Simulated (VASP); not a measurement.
Input of a VASP 6.6.1 run:

INCAR

```
SYSTEM = As
  ALGO = Normal
  DIPOL = 0.5 0.5 0.500
  EDIFF = 1E-6
  ENCUT = 520
  GGA = PE
  IDIPOL = 3
  ISIF = 2
  ISMEAR = 0
  IVDW = 12
  LASPH = .True.
  LCHARG = .True.
  LDIPOL = .True.
  LELF = .True.
  LREAL = .False.
  LVACPOTAV = .True.
  LVHAR = .True.
  LWAVE = .False.
  NBANDS = 12
  NELM = 100
  PREC = Accurate
  SIGMA = 0.02
```

KPOINTS

```
k-points
0
Gamma
  9 9 1
  0 0 0
```

The input POSCAR:

```
As
1.0
    3.5716237959      0.0000000000      0.0000000000
   -1.7858118979      3.0931169400      0.0000000000
    0.0000000000      0.0000000000     28.5738425880
As
2
Direct
    0.3333333333      0.6666666667      0.4755447356
    0.6666666667      0.3333333333      0.5244552644
```

Potentials or basis: VASP PAW PBE potentials, release 64 (As).

Launch:

```sh
$ cat potpaw_PBE.64/As/POTCAR > POTCAR
$ mpirun -np 1 vasp_std > vasp.out
```

Q: What does it give for the dispersion energy per atom?

A: -0.212 eV.

Q: Estimate the largest force.

A: 0.092 eV/Å.

Q: Predict the band gap on the k mesh.

A: 1.55 eV, indirect (least direct gap 2.03 eV).

Q: What does it give for the ionisation potential of the upper face?

A: 5.29 eV.

Forces in eV/Å, atoms in the order of the input:
```
As   0.000  0.000 -0.092
As   0.000  0.000  0.092
```

A hybrid or GW would open this gap; PBE tends to underestimate it.
